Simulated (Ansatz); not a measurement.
Base system: InN in the zinc blende structure (space group F-43m, No. 216; a = 5.049 Å).

Structures relaxed with PBE (Ansatz, an electronic-structure program, PAW, no spin-orbit coupling).

Base:

Simulated powder pattern, Cu Kα1, λ = 1.54056 Å (kinematic, ideal powder, no thermal factors, no anomalous dispersion; the 8 strongest lines at most, above 2 %, up to 2θ = 90°):

```json
[
 {"2θ (°)": "30.64", "I/Imax (%)": "100", "hkl": "(111)"},
 {"2θ (°)": "35.53", "I/Imax (%)": "39", "hkl": "(200)"},
 {"2θ (°)": "51.13", "I/Imax (%)": "41", "hkl": "(220)"},
 {"2θ (°)": "60.79", "I/Imax (%)": "40", "hkl": "(311)"},
 {"2θ (°)": "63.81", "I/Imax (%)": "9.5", "hkl": "(222)"},
 {"2θ (°)": "75.21", "I/Imax (%)": "6.1", "hkl": "(400)"},
 {"2θ (°)": "83.36", "I/Imax (%)": "16", "hkl": "(331)"},
 {"2θ (°)": "86.04", "I/Imax (%)": "13", "hkl": "(420)"}
]
```

It is then changed as follows: a hydrostatic pressure of 5 GPa.

After the change:

Simulated powder pattern, Cu Kα1, λ = 1.54056 Å (kinematic, ideal powder, no thermal factors, no anomalous dispersion; the 8 strongest lines at most, above 2 %, up to 2θ = 90°):

| 2θ (°) | d (Å) | I/Imax (%) | hkl |
|---|---|---|---|
| 31.04 | 2.879 | 100 | (111) |
| 36.00 | 2.493 | 39 | (200) |
| 51.82 | 1.763 | 41 | (220) |
| 61.65 | 1.503 | 40 | (311) |
| 64.71 | 1.439 | 9.4 | (222) |
| 76.34 | 1.246 | 6.1 | (400) |
| 84.66 | 1.144 | 16 | (331) |
| 87.40 | 1.115 | 13 | (420) |

The indices refer to the base's conventional cell; one index is shown for lines that coincide.

The mesh was chosen for an insulator and is coarse for the gapless case. Load acts through the strain it causes; cell and atoms are relaxed under it. No phonon test of stability was made. Tetrahedral semiconductors of this kind turn to denser phases somewhere between about 1 and 50 GPa; those were not computed, so compressed cells here can lie past the real transition. All final runs are without spin polarisation. This is not the structure that InN has at room temperature and ambient pressure.
